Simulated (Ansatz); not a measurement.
InN (wurtzite)

```xyz
4
Lattice="3.5805 0.0000 0.0000 -1.7903 3.1008 0.0000 0.0000 0.0000 5.7878" Properties=species:S:1:pos:R:3 pbc="T T T"
In     1.7903     1.0336     2.9053
In     0.0000     2.0672     0.0114
N      1.7903     1.0336     0.7132
N      0.0000     2.0672     3.6071
```

Grid over V/V₀ and (c/a)/(c/a)₀, subscript 0 meaning the relaxed cell; the conventional c axis lies along z; no internal relaxation.

All values below come from PBE (plane waves to 420 eV, PAW, scalar-relativistic; Ansatz, a program for electronic structure). k mesh 11×11×6 (Γ-centred), Fermi-Dirac smearing 0.05 eV. Energies are smeared free energies. As the atoms are clamped, bonds stretch with the cell, which overstates energies and stresses. With partly filled bands, the response to shear is sensitive to the k mesh, so small differences along c/a are uncertain. At this level the bands of InN touch or barely overlap; measurements give the solid a gap. InN was relaxed with its symmetry unable to fall. The zero of ΔE is the relaxed starting cell.

Problem. Estimate the ΔE (eV/atom) for all points of the grid V/V₀ = 0.960, 0.973, 0.987, 1.000, 1.013, 1.027, 1.040 by (c/a)/(c/a)₀ = 0.960, 0.973, 0.987, 1.000, 1.013, 1.027, 1.040.

Solution. ΔE (eV/atom), with V/V₀ across and (c/a)/(c/a)₀ down:

```tsv
(c/a)/(c/a)₀ \ V/V₀	0.960	0.973	0.987	1.000	1.013	1.027	1.040
0.960	0.024	0.018	0.014	0.013	0.013	0.016	0.021
0.973	0.016	0.010	0.007	0.005	0.006	0.009	0.014
0.987	0.012	0.006	0.002	0.001	0.002	0.005	0.010
1.000	0.011	0.005	0.001	0.000	0.001	0.004	0.009
1.013	0.012	0.006	0.002	0.001	0.002	0.005	0.010
1.027	0.016	0.010	0.006	0.005	0.006	0.009	0.013
1.040	0.023	0.017	0.013	0.011	0.012	0.014	0.019
```

(A scan under strain: stresses follow from slopes of the energy per volume, elastic moduli from its curvatures.)
